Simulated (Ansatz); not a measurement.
Crystal: Ti.

```
CELL_PARAMETERS angstrom
2.95000 0.00000 0.00000
-1.47500 2.55477 0.00000
0.00000 0.00000 4.68000
ATOMIC_POSITIONS crystal
Ti 0.66667 0.33333 0.75000
Ti 0.33333 0.66667 0.25000
```

A run of Ansatz 0.2.0 on this cell left the log below. Logs are shortened: lines on timing, memory, paths and dates and some standing lists are left out, and cuts for length are marked.

```text
Warning: RAYON_NUM_THREADS=1 ignored (pool sized by the plan → 1); use --threads N
LAPW: plane waves up to 7.815 Å⁻¹, error target 1.0e-3 eV per atom; small_component_spin mean_spin; Ti in spheres of 1.404 Å, 12 of its electrons in bands, Dirac shells [] (how accurate: hamiltonian.pseudopotentials.lapw.basis_error, Limitations)
Engine: ansatz 0.2.0, aarch64-unknown-linux-gnu
Pseudopotentials: kind: all_electron
Pseudopotential: Ti, LAPW, valence charge 12, lapw/all_electron/scalar/gaussian/Ti, Koelling and Harmon's equation, gaussian nucleus
Functional definition: PBE
  parameter kappa = 0.804
  parameter beta = 0.06672455060314922
  exchange = pbe_x(kappa = kappa, mu = beta*pi^2/3)
  correlation = pbe_c(beta = beta)
Crystal: 2 atoms, lattice volume = 35.271 Å³
Basis set: ecut = 232.69890456301255 eV, 287 PW (Γ), exchange–correlation at level 2
Bands: 16, of which v1, the nominal top of the filled ones, is band 12 counted from 1 (11 counted from 0)
Symmetry: 24 space group operations
k-points: 24 of 245
Non-local potential: Ti, projectors of the file, none
Initial density: superposition of atomic densities (chi_scale 0.1, normalization cell)
Initial wavefunctions: plane waves of lowest kinetic energy (no species holds an atomic orbital)
Functional: x = pbe(κ = 0.804, μ = 0.2195149727645171), c = pbe(β = 0.06672455060314922)
iter 1 solved again at ethr=8.95e-4 eV; its pass at ethr=1.00e-1 eV (dr2=2.15e-1 eV) is discarded
SCF iter   1: F=—  HF=-46467.042564 eV  |F-HF|=—  |Δ(HF+E_count)|=         —  Δρ=2.83e-2  dr2=2.17e-1  ethr=8.95e-4  ⟨swp⟩=2.4  Hψ=2694  notcnv=0
preconditioner: auto → none  [metal: Δε(μ)=0.066 eV  Ē_g=3.108 eV  σ=0.050 eV  W_gap=0.30  n_scr=8 (ndim 8)  ℏωp=17.7 eV  f_vac=0.000  D(μ)=1.77/eV (n_scr^D=22)  sad-step TF]
SCF iter   2: F=—  HF=-46466.684811 eV  |F-HF|=—  |Δ(HF+E_count)|=   3.58e-1  Δρ=9.89e-3  dr2=3.56e-2  ethr=8.95e-4  ⟨swp⟩=3.0  Hψ=1426  notcnv=0
SCF iter   3: F=—  HF=-46466.664173 eV  |F-HF|=—  |Δ(HF+E_count)|=         —  Δρ=6.45e-3  dr2=1.34e-2  ethr=1.48e-4  ⟨swp⟩=2.2  Hψ=1302  notcnv=0
the basis was enlarged: its passes take 74.2 KiB over the memory plan, 1 of 1 planned eigensolver slots
iter 4 solved again at ethr=6.90e-7 eV; its pass at ethr=5.58e-5 eV (dr2=1.65e-4 eV) is discarded
[... 31 lines left out ...]
SCF 3 converged in 7 iterations: F = -46466.663019 eV  dr2 = 1.44e-10
SCF converged after 7 iterations
Free energy (F): -46466.663120 eV
Harris-Foulkes:  -46466.663120 eV  (|F-HF|=3.13e-10)
Internal energy: -46466.641373 eV  (E = F + TS)
E sigma→0 (E₀):  -46466.652247 eV
Entropy (-TS):   -0.021746 eV (-10.873 meV/atom)
Fermi energy:    13.583181 eV
--- Per-component energies (eV) ---
  E_band       = -311.497853
  E_kinetic    = 46914.507793
  E_xc         = -2295.639985
  E_electrostatic = -91085.509181  (all electrons and nuclei)
  E_smearing   = -0.021746  (= −TS)
  E_closure    = 0.000000  (closes the sum)
  E_atoms      = -46453.242101  (free atoms, spherical and without spin; not in F)
  Σ components = -46466.663120   (vs F -46466.663120, Δ=0.00e0)
  Basis errors (estimates in eV, not in F): energy 1.3e-4 per atom: plane waves 9.0e-5 (4.9e-5 summed), levels above the bands 4.0e-15, relativity 8.9e-9, radial functions 3.9e-5, core shells 6.0e-8; eigenvalues (radial functions only) 4.6e-7; not estimated: angular momenta, meshes, grids; target (lapw.basis_error) 1.0e-3; muffin-tin radii Ti 1.404 Å
--- Forces (eV/Å), atoms counted from 1 ---
  atom   1  Ti    -0.00000000    -0.00000000     0.00000000
  atom   2  Ti    -0.00000000     0.00000000    -0.00000000
  max |Σ_I F_I| component: 3.70e-17 eV/Å
--- Band table (eV; the first three rows and the last of 24) ---
  k-point 0: bands = ["-43.3066", "-43.1778", "-19.8896", "-19.2799", "-19.2799", "-19.2153", "-19.1842", "-19.1842", "7.3977", "10.8977", "14.2551", "14.3104", "14.3104", "14.4122", "14.7955", "14.7955"]
  k-point 1: bands = ["-43.2945", "-43.1903", "-19.8275", "-19.2821", "-19.2708", "-19.2708", "-19.1934", "-19.1934", "7.7259", "10.6885", "13.8078", "14.1955", "14.1955", "14.2357", "14.6325", "14.6325"]
  k-point 2: bands = ["-43.2625", "-43.2227", "-19.6626", "-19.4544", "-19.2470", "-19.2470", "-19.2174", "-19.2174", "8.6332", "9.8305", "13.5151", "13.8215", "14.1562", "14.1562", "14.3344", "14.3344"]
  k-point 23: bands = ["-43.1720", "-43.1647", "-19.7224", "-19.7087", "-19.5356", "-19.4794", "-19.3301", "-19.3056", "11.8959", "11.9136", "12.6317", "12.9733", "13.2302", "13.5079", "14.9542", "15.4494"]
--- Phonons: 2 displaced members + reference (amplitude 0.01 Å, Σ member SCF iterations 13) ---
  symmetry images taken by strict's conditions (phonons.symmetry_images: auto; settled by no image being taken that strict refuses)
  ASR residual: 1.222e-4 → 0.000e0 eV/Å²; symmetrization residual: 1.776e-15 eV/Å²
  largest component of a force at the reference: 5.6e-17 eV/Å
  ASR residual per site (eV/Å²): 1.22e-4 1.22e-4
  Γ frequencies (cm⁻¹): 0.00 0.00 0.00 130.57 130.57 152.03
  density of states and harmonic sums: on the 24×24×13 q-mesh, interpolated from the force constants of a 1×1×1 supercell (no non-analytic term)
  largest difference from the sums on the solved wave vectors: F 6.29e-1 eV, S 8.87e-4 and C_V 2.58e-4 eV/K
  zero-point energy: 0.035307 eV/cell   skipped modes (ω ≤ 0): 3   left out of the sums: 6.68e-5 of the cell's modes: C_V's classical limit lies that fraction below 3 k_B per atom; for a crystal, a wire or a layer, F and S can be off by more, and a phonons.interpolated_qmesh denser along its periods is the remedy for the sampling
```

**Question.** What input gives this log?

**Answer.** Phonons with PBE, no spin polarisation. The files as run (others can give the same):

input.yaml
```yaml
crystal:
  lattice:
    - [2.95, 0.0, 0.0]
    - [-1.475, 2.5547749412, 0.0]
    - [0.0, 0.0, 4.68]
  atoms:
    - { symbol: Ti, position: [0.6666666667, 0.3333333333, 0.75] }
    - { symbol: Ti, position: [0.3333333333, 0.6666666667, 0.25] }
kpoints:
  mp_grid: { grid: [7, 7, 5] }
scf:
  occupations: { method: fermi_dirac, width: 0.05 }
hamiltonian:
  xc: pbe
  pseudopotentials: { kind: all_electron, lapw: { basis_error: 0.001 } }
output: {}
phonons:
  method: fd
  supercell: [1, 1, 1]
```

Potentials or basis: all-electron LAPW, scalar-relativistic.
Launch:
```console
$ ansatz run input.yaml --threads 1 --pin off --max-ram 3072MiB --backend cpu --events-out ev --progress --plain --runs-dir out
```

Caveat: the k mesh is thin for a metal, which can move the energy by tens of meV per atom; a metal's response needs a denser mesh.
